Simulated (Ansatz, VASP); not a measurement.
# Cross-check of Al26N27 (V_Al) between VASP and Ansatz, part 2 of 3

Aim: how closely do two programs agree when they are given the same cell, functional and k mesh? Of the first pair: The structure shown is the start of the Ansatz relaxation below; VASP solves that cell, so the two are compared at the walk's first step.

VASP 6.6.1 and Ansatz 0.2.0.

So far: The structure; Ansatz: relaxation, r2SCAN.

The structure was built from a prototype and need not be the compound's stable phase.

### Step 3. VASP: single point, r2SCAN, start cell, pair 1

Level of this step: r2SCAN; plane waves and PAW (Al, N) (VASP).

The same cell, functional and mesh now go to VASP, with its own data sets.

Lines of VASP's logs that name or quote its potential files are left out, and so is its time.

INCAR reads:

```
SYSTEM = Al26N27
PREC = Accurate
ENCUT = 580
EDIFF = 1E-06
NELM = 120
ISMEAR = 0
SIGMA = 0.01
LREAL = Auto
ALGO = Normal
METAGGA = R2SCAN
LASPH = .TRUE.
NELECT = 216
NBANDS = 152
LORBIT = 11
LWAVE = .FALSE.
LCHARG = .FALSE.
ISIF = 2
ISYM = 0
GGA_COMPAT = .FALSE.
EFERMI = MIDGAP
LMIXTAU = .TRUE.
NCORE = 2
```

POSCAR reads:

```
Al26N27
1.0
    0.0000000000      6.3575641672      6.3575641672
    6.3575641672      0.0000000000      6.3575641672
    6.3575641672      6.3575641672      0.0000000000
Al N
26 27
Direct
    0.9943107928      0.0053876766      0.9996957168
    0.9962599670      0.9975334107      0.3330811053
    0.9959507290      0.9983714675      0.6731583650
    0.0008730545      0.3286108398      0.0058858234
    0.9969618867      0.3398540610      0.3330130761
    0.0060443747      0.3334590803      0.6653517587
    0.0065122426      0.6636050992      0.9968401420
    0.0062242392      0.6653161319      0.3287271579
    0.0057798080      0.6620132160      0.6678580646
    0.3372272687      0.9994554518      0.0028410252
    0.3320763180      0.0013225977      0.3387098334
    0.3285868526      0.0056954203      0.6643983276
    0.3302231711      0.3376016260      0.9953411402
    0.3294541659      0.3389222575      0.3298225460
    0.3393299609      0.3303026041      0.6676646729
    0.3372162582      0.6612573447      0.9979040715
    0.3292393824      0.6640729671      0.3395058930
    0.6660428253      0.0040990542      0.0026568352
    0.6604701722      0.9996184860      0.3357072684
    0.6698866717      0.9954105851      0.6711909448
    0.6633848105      0.3334785846      0.0063715440
    0.6706165896      0.3293061533      0.3372469304
    0.6656009894      0.3273483280      0.6700490767
    0.6721418593      0.6645600247      0.0016144548
    0.6660319721      0.6729838485      0.3288493745
    0.6667172188      0.6619814428      0.6728022537
    0.0858591413      0.0813700006      0.0779795511
    0.0815975248      0.0777035806      0.4204521464
    0.0833334884      0.0891431034      0.7447264197
    0.0884653281      0.4168717657      0.0774066902
    0.0894986641      0.4127764079      0.4137800942
    0.0863855221      0.4213888259      0.7462074114
    0.0797174809      0.7487381763      0.0899728237
    0.0844278541      0.7547888427      0.4169198187
    0.0848220302      0.7551260788      0.7442966167
    0.4222250739      0.0798266422      0.0851845118
    0.4227506682      0.0818149037      0.4119232510
    0.4160241140      0.0899360172      0.7472234452
    0.4158108248      0.4218395488      0.0776361806
    0.4193026496      0.4208043253      0.4105555888
    0.4167775472      0.4204862003      0.7524804900
    0.4145506723      0.7564209143      0.0830356542
    0.4219148135      0.7486020392      0.4112100848
    0.4203672082      0.7534767049      0.7441402675
    0.7544892783      0.0816188380      0.0777679921
    0.7442850557      0.0848889584      0.4217564982
    0.7507082704      0.0768497159      0.7540358027
    0.7487037291      0.4148876725      0.0899836769
    0.7482390857      0.4208843088      0.4197941114
    0.7440603627      0.4155565607      0.7530288919
    0.7458520080      0.7539206643      0.0796227905
    0.7475864773      0.7507866023      0.4226804369
    0.7554950094      0.7517775479      0.7453504008
```

KPOINTS reads:

```
Points of the shifted mesh
1
Reciprocal
 0.2500000000  0.2500000000  0.2500000000 1
```

Potentials, in the order of the species: Al and N (PBE family, release 64).

The run is started by

```bash
mpirun -np 8 vasp_std
```

Numbers of over 12 decimals in the logs are rounded to 6 here.

The log of the run:

```text
[banner, memory and clock lines left out]
running    8 mpi-ranks, on    1 nodes
[...]
|                                                                             |
|               ----> ADVICE to this user running VASP <----                  |
|                                                                             |
|     You enforced a specific xc type in the INCAR file but a different       |
|     [... a line on the potential file left out ...]
|     I HOPE YOU KNOW WHAT YOU ARE DOING!                                     |
|                                                                             |

 LDA part: xc-table for (None), standard interpolation
 POSCAR, INCAR and KPOINTS ok, starting setup
[...]
entering main loop
       N       E                     dE             d eps       ncg     rms          rms(c)
DAV:   1     0.900312373293E+03    0.90031E+03   -0.11259E+05   304   0.146E+03
DAV:   2    -0.490876067023E+03   -0.13912E+04   -0.13138E+04   376   0.304E+02
DAV:   3    -0.594306655821E+03   -0.10343E+03   -0.10252E+03   368   0.892E+01
DAV:   4    -0.595757198461E+03   -0.14505E+01   -0.14476E+01   352   0.110E+01
DAV:   5    -0.595782794342E+03   -0.25596E-01   -0.25578E-01   384   0.138E+00BRMIX: very serious problems
 the old and the new charge density differ
 old charge density:   213.00000 new  216.00000
    0.501E+01
DAV:   6    -0.485132748942E+03    0.11065E+03   -0.23190E+02   352   0.345E+01    0.221E+01
DAV:   7    -0.464215474645E+03    0.20917E+02   -0.11980E+01   344   0.107E+01    0.126E+01
DAV:   8    -0.486966746163E+03   -0.22751E+02   -0.22806E+01   352   0.129E+01    0.844E+00
DAV:   9    -0.465126869769E+03    0.21840E+02   -0.13593E+01   312   0.108E+01    0.114E+00
[...]
DAV:  25    -0.468906652477E+03   -0.11957E-05   -0.14037E-06   184   0.371E-03    0.205E-01
DAV:  26    -0.468906655247E+03   -0.27708E-05   -0.37050E-07   176   0.214E-03    0.206E-01
DAV:  27    -0.468906655760E+03   -0.51238E-06   -0.11278E-07   176   0.107E-03
   1 F= -.46890666E+03 E0= -.46890666E+03  d E =0.000000E+00
```

OUTCAR, selected parts (step 3):

```text
  Total      105.1083770    105.3350518    105.2034986     -7.8179864     -0.1922698      0.8857914
  in kB      327.6767746    328.3834364    327.9733175    -24.3726774     -0.5994036      2.7614665
  external PRESSURE =     328.0111761 kB  Pullay stress =       0.0000000 kB

 POSITION                                       TOTAL-FORCE (eV/Angst)
 -----------------------------------------------------------------------------------
      6.38988     12.67702      6.35565        -2.433468      0.940572      0.459414
      8.45947      8.45137     12.67567         0.562506      0.719963      0.742350
     10.62686     10.61147     12.67903        -2.326882      1.045311     -0.304092
      2.12658      0.04297      2.09472        -0.593535     -1.113207      1.131994
      4.27780      8.45540      8.49889        -1.433315      0.272571     -1.176404
      6.35000      4.26844      2.15842         1.038240     -1.037920     -0.755475
     10.55639      6.37888      4.26031        -0.780503     -2.488265      1.810295
      6.31969      2.12947      4.26936         2.175763      0.202621     -0.929537
      8.45474      4.28270      4.24554         2.084870      0.421989      2.439323
      6.37216      2.16201      8.49805        -0.662663     -0.534748      0.331206
      2.16178      4.26457      2.11960        -2.554089      1.053896     -2.522773
      4.26016      6.31297      2.12522        -2.265503      2.520676     -1.178026
      8.47427      8.42736      4.24574        -1.964979      0.128849      1.674229
      4.25159      4.19139      4.24925        -1.339874      1.621575      0.942241
[...]
-----------------------------------------------------------------------------------
    total drift:                               -0.030662     -0.005145      0.025194

  FREE ENERGIE OF THE ION-ELECTRON SYSTEM (eV)
  ---------------------------------------------------
  free  energy   TOTEN  =      -468.9066557597 eV

  energy  without entropy=     -468.9066557597  energy(sigma->0) =     -468.90665576

[... 2 further parts left out ...]
[key lines of the parts left out:]
E-fermi :  10.1824
```

The cell is charged against a uniform background.

The run ends at a pressure of 32.80 GPa, with forces up to 4.1 eV/Å.

### Step 4. Side by side

Known differences besides the potentials themselves: VASP keeps PBE cores, Ansatz makes them for the functional; fixed occupations in Ansatz, narrow Gaussian smearing in VASP; the cutoff is 500 eV in Ansatz and 580 eV in VASP (PREC = Accurate, projectors in real space). Total energies have different zeros and are not compared.

Forces on 10 of the 53 atoms, those with the largest forces and the largest differences (eV/Å; atoms numbered as in POSCAR):

| atom | Ansatz x, y, z | VASP x, y, z |
| --- | --- | --- |
| Al3 | -2.346, 1.055, -0.329 | -2.327, 1.045, -0.304 |
| Al7 | -0.792, -2.503, 1.817 | -0.781, -2.488, 1.810 |
| Al9 | 2.084, 0.437, 2.440 | 2.085, 0.422, 2.439 |
| Al11 | -2.556, 1.069, -2.526 | -2.554, 1.054, -2.523 |
| Al12 | -2.269, 2.523, -1.194 | -2.266, 2.521, -1.178 |
| Al15 | 2.206, 0.082, 2.446 | 2.203, 0.052, 2.450 |
| Al16 | 0.076, -2.828, 2.923 | 0.091, -2.835, 2.921 |
| Al17 | 1.351, 1.243, 3.167 | 1.341, 1.233, 3.167 |
| Al25 | 1.717, -0.567, -1.965 | 1.703, -0.539, -1.950 |
| N37 | 2.407, -1.536, 0.496 | 2.435, -1.553, 0.477 |

The forces differ by 12 meV/Å r.m.s., which is 0.9 % of the r.m.s. force of 1.339 eV/Å (both taken over all components). VASP's last cycles still show a density residual of 2e-02, so its state may not be settled. The cell carries a charge of -3 e against a uniform background, so its pressure also hangs on how the neutralising background is counted, and in a defect's cell a gap may be the spacing between its levels.

### Step 5. Ansatz: relaxation, r2SCAN

The two programs are compared at the cell with which this relaxation starts, whose forces are those of its first step.

The structure compared here is the start of the Ansatz relaxation; VASP solves that cell, so the two are compared at the walk's first step.

input.yaml reads:

```yaml
crystal:
  lattice:
    - [0.0, 2.11918806, 2.11918806]
    - [2.11918806, 0.0, 2.11918806]
    - [2.11918806, 2.11918806, 0.0]
  atoms:
    - { symbol: Al, position: [0.0, 0.0, 0.0] }
    - { symbol: "N", position: [0.25, 0.25, 0.25] }
  supercell: [3, 3, 3]
  defects: [{ vacancy: 34 }]
total_charge: 1
basis:
  ecutwfc: 500
  xc_grid: 2
hamiltonian:
  xc: r2scan
  pseudopotentials: { kind: paw, azcp: { folder: soft_1 } }
kpoints:
  mp_grid: { grid: [1, 1, 1], shift: [0.25, 0.25, 0.25] }
scf:
  occupations: { method: fermi_dirac, width: 0.01 }
  max_iter: 60
output:
  forces: true
  charged_corrections: { epsilon: 4.64, static_epsilon: 8.51 }
relax:
  f_tol: 0.02
  max_steps: 80
  random_displacement: { amplitude: 0.05, seed: 8861 }
checkpoint:
  write: "../qp1.relax_smeared.run"
  compress: false
  write_wavefunctions: true
  write_every: 100000
```

The run is started by

```bash
ansatz run input.yaml --threads 8 --pin off --max-ram 15073MiB --backend cpu --events-out ev --progress --plain --runs-dir out
```

The log of the run:

```text
[...]
Crystal: 53 atoms, lattice volume = 513.928 Å³
Basis set: ecut = 500 eV, 13107 PW (Γ), exchange–correlation on 144×144×144 points (8 copies of the dense FFT grid, shifted against one another)
Bands: 159, of which v1, the nominal top of the filled ones, is band 106 counted from 1 (105 counted from 0)
Symmetry: 1 space group operations
k-points: 1
[...]
SCF iter   1: F=—  HF=-24551.642391 eV  |F-HF|=—  |Δ(HF+E_count)|=         —  Δρ=1.58e-1  dr2=1.51e2  dr2_τ=1.70e1  ethr=3.10e-3  ⟨swp⟩=6.0  Hψ=702  notcnv=0  defer=24
[...]
- { symbol: Al, position: [0.00333348, 0.667945, 0.329606] }
    - { symbol: N, position: [0.084194, 0.751316, 0.415164] }
[...]
- { symbol: Al, position: [0.671505, 0.336372, 0.661516] }
    - { symbol: N, position: [0.751404, 0.417196, 0.747950] }
    - { symbol: Al, position: [0.665236, 0.665857, 0.0013288] }
    - { symbol: N, position: [0.746751, 0.750348, 0.086535] }
    - { symbol: Al, position: [0.669039, 0.664684, 0.338986] }
    - { symbol: N, position: [0.754938, 0.752028, 0.413266] }
    - { symbol: Al, position: [0.669337, 0.665504, 0.660532] }
    - { symbol: N, position: [0.747146, 0.750388, 0.750974] }
```

### Step 6. VASP: single point, r2SCAN, start cell, pair 2

The same cell, functional, mesh and smearing now go to VASP, with its own data sets.

INCAR reads:

```
SYSTEM = Al26N27
PREC = Accurate
ENCUT = 580
EDIFF = 1E-06
NELM = 120
ISMEAR = -1
SIGMA = 0.01
LREAL = Auto
ALGO = Normal
METAGGA = R2SCAN
LASPH = .TRUE.
NELECT = 212
NBANDS = 144
LORBIT = 11
LWAVE = .FALSE.
LCHARG = .FALSE.
ISIF = 2
ISYM = 0
GGA_COMPAT = .FALSE.
LMIXTAU = .TRUE.
NCORE = 2
```

POSCAR reads:

```
Al26N27
1.0
    0.0000000000      6.3575641672      6.3575641672
    6.3575641672      0.0000000000      6.3575641672
    6.3575641672      6.3575641672      0.0000000000
Al N
26 27
Direct
    0.9997460505      0.0007401420      0.0052851216
    0.9960403074      0.9964535159      0.3387335060
    0.0063275020      0.9959225736      0.6666945686
    0.0033729113      0.3377245504      0.9953926537
    0.9987666660      0.3321256293      0.3292674592
    0.9988121237      0.3280073854      0.6722540092
    0.0021500373      0.6688645035      0.0024600617
    0.0040476194      0.6703680668      0.3303928902
    0.9963015710      0.6634880733      0.6674196105
    0.3358324735      0.9968210309      0.9955823490
    0.3338251010      0.9952943456      0.3393511168
    0.3372110676      0.9950595858      0.6638932599
    0.3373134653      0.3323481988      0.9939994314
    0.3352651965      0.3268130601      0.3340337501
    0.3304975687      0.3347086154      0.6623543844
    0.3283906297      0.6727289552      0.9995901732
    0.3290441819      0.6684383182      0.3389018881
    0.6662220606      0.9944520418      0.0055378914
    0.6733931247      0.9967537882      0.3316778163
    0.6671015641      0.0008751780      0.6605325388
    0.6603221595      0.3372331672      0.0025266752
    0.6696657537      0.3343094846      0.3360364039
    0.6657702366      0.3396366821      0.6657933587
    0.6602267613      0.6676116652      0.0042289782
    0.6679974261      0.6621744412      0.3390917407
    0.6681853125      0.6722412684      0.6644072933
    0.0811484535      0.0798883797      0.0823165109
    0.0898664150      0.0817733783      0.4127013792
    0.0795716703      0.0898845824      0.7492734442
    0.0809011890      0.4233321803      0.0823452955
    0.0817320889      0.4161434994      0.4124016575
    0.0834756026      0.4215401417      0.7510630447
    0.0887552190      0.7487098635      0.0779315768
    0.0828267692      0.7523778564      0.4105257031
    0.0770877001      0.7498346654      0.7542703265
    0.4197496761      0.0768645801      0.0834818943
    0.4188203107      0.0818859214      0.4110756779
    0.4166163220      0.0770096828      0.7540666321
    0.4213133253      0.4197924598      0.0798243614
    0.4115783075      0.4140965676      0.4203720843
    0.4126617414      0.4219303855      0.7464282507
    0.4229982473      0.7470052012      0.0797638037
    0.4118597833      0.7560258731      0.4169771520
    0.4182844923      0.7452447786      0.7475873424
    0.7460607357      0.0895081803      0.0839047764
    0.7495970744      0.0855749916      0.4105044686
    0.7492051790      0.0899440391      0.7465406365
    0.7490938156      0.4110097722      0.0846791296
    0.7556446736      0.4163342171      0.4112025347
    0.7550946202      0.4190464193      0.7473353591
    0.7492586586      0.7566268894      0.0805720535
    0.7535095005      0.7541753215      0.4139588576
    0.7456798509      0.7554752691      0.7519267402
```

KPOINTS is that of step 3.

The run is started by

```bash
mpirun -np 8 vasp_std
```

The log of the run:

```text
[banner, memory and clock lines left out]
running    8 mpi-ranks, on    1 nodes
[...]
[... a notice as in an earlier step ...]

 LDA part: xc-table for (None), standard interpolation
 POSCAR, INCAR and KPOINTS ok, starting setup
[...]
entering main loop
       N       E                     dE             d eps       ncg     rms          rms(c)
DAV:   1     0.861011245446E+03    0.86101E+03   -0.11042E+05   288   0.151E+03
DAV:   2    -0.510368700106E+03   -0.13714E+04   -0.13052E+04   352   0.310E+02
DAV:   3    -0.613183823510E+03   -0.10282E+03   -0.10129E+03   336   0.927E+01
DAV:   4    -0.614750886073E+03   -0.15671E+01   -0.15627E+01   328   0.118E+01
DAV:   5    -0.614779317059E+03   -0.28431E-01   -0.28417E-01   360   0.150E+00BRMIX: very serious problems
 the old and the new charge density differ
 old charge density:   213.00000 new  212.00000
    0.484E+01
DAV:   6    -0.519611254444E+03    0.95168E+02   -0.24424E+02   328   0.354E+01    0.265E+01
DAV:   7    -0.503094123227E+03    0.16517E+02   -0.88632E+01   368   0.196E+01    0.192E+01
DAV:   8    -0.500113952655E+03    0.29802E+01   -0.96421E+00   328   0.105E+01    0.126E+01
DAV:   9    -0.501796169207E+03   -0.16822E+01   -0.25387E+01   392   0.136E+01    0.145E+01
[...]
DAV:  36    -0.499396677945E+03    0.76080E-05   -0.28977E-05   192   0.449E-03    0.724E-03
DAV:  37    -0.499396679182E+03   -0.12369E-05   -0.17776E-06   208   0.426E-03    0.128E-02
DAV:  38    -0.499396678906E+03    0.27570E-06   -0.38659E-07   168   0.153E-03
   1 F= -.49939668E+03 E0= -.49938384E+03  d E =-.256799E-01
```

Parts of OUTCAR (step 6):

```text
  Total       60.2709829     62.5658113     63.8073635     -3.9919916      1.9813266      4.5654528
  in kB      187.8955973    195.0497558    198.9203114    -12.4450873      6.1768121     14.2328602
  external PRESSURE =     193.9552215 kB  Pullay stress =       0.0000000 kB

 POSITION                                       TOTAL-FORCE (eV/Angst)
 -----------------------------------------------------------------------------------
      0.03831      6.38955      6.36066        -0.989384     -1.863239     -0.673392
      8.48854      8.48591     12.66741        -0.248248     -0.468127      1.693521
     10.57020      4.27878      6.37187         0.298091     -0.718442      1.428003
      8.47538      6.34972      2.16855         0.309677      0.296930     -1.490852
      4.20485      8.44306      8.46123        -0.107790      1.195581      0.778153
      6.35923     10.62391      8.43534         0.171478     -1.126262      1.975063
      4.26799      0.02931      4.26602        -0.746590      0.266131     -0.436265
      6.36240      2.12623      4.28764        -1.430723     -0.291988     -1.461274
      8.46133     10.57721     10.55222        -0.209157     -0.068366      1.199994
     12.66683      8.46456      8.47243         1.373330      0.299471     -0.968583
      8.48509      4.27976      8.44996         0.783310     -1.087471      0.883459
     10.54690      6.36459      8.47000         0.156457     -1.430338     -0.483913
      8.43234      8.46391      4.25742         2.157778      0.241231     -0.114770
      4.20138      4.25511      4.20921         0.447324     -1.140541      0.456774
[...]
-----------------------------------------------------------------------------------
    total drift:                               -0.005321      0.029436     -0.026380

  FREE ENERGIE OF THE ION-ELECTRON SYSTEM (eV)
  ---------------------------------------------------
  free  energy   TOTEN  =      -499.3966789063 eV

  energy  without entropy=     -499.3709989768  energy(sigma->0) =     -499.38383894

[... 1 part as in an earlier step ...]

[... 1 further part left out ...]
[key lines of the parts left out:]
E-fermi :   6.4723
```

The run ends at a pressure of 19.40 GPa, with forces up to 2.6 eV/Å.

### Step 7. Differences

Forces on 8 of the 53 atoms, those with the largest forces and the largest differences (eV/Å; atoms numbered as in POSCAR):

| atom | Ansatz x, y, z | VASP x, y, z |
| --- | --- | --- |
| Al1 | -0.973, -1.845, -0.655 | -0.989, -1.863, -0.673 |
| Al6 | 0.159, -1.125, 1.948 | 0.171, -1.126, 1.975 |
| Al18 | 0.911, -0.883, 2.241 | 0.923, -0.893, 2.261 |
| Al24 | -1.690, 1.513, 0.695 | -1.703, 1.536, 0.710 |
| N27 | 1.231, 1.426, 1.675 | 1.254, 1.444, 1.700 |
| N29 | -1.383, 1.809, -0.846 | -1.399, 1.837, -0.860 |
| N42 | 1.774, -0.548, -1.012 | 1.798, -0.559, -1.033 |
| N43 | -1.883, 1.167, 0.036 | -1.901, 1.181, 0.035 |

The forces differ by 12 meV/Å r.m.s., which is 1.2 % of the r.m.s. force of 0.966 eV/Å (both taken over all components). The cell carries a charge of +1 e against a uniform background, so its pressure also hangs on how the neutralising background is counted, and in a defect's cell a gap may be the spacing between its levels.

[end of part 2 of 3]

[Lines on the potential files, build, host, timing and source positions are cut from VASP's logs without a mark.]

[Logs are printed without paths, hosts, clocks, repeated set-up lines and the standing remarks that a program may print on its own settings, such as how far it seeks lower states.]

[Hosts, paths, dates, database ids (printed as entryN), source tags and the programs' standing remarks are cut or masked in the printed files.]
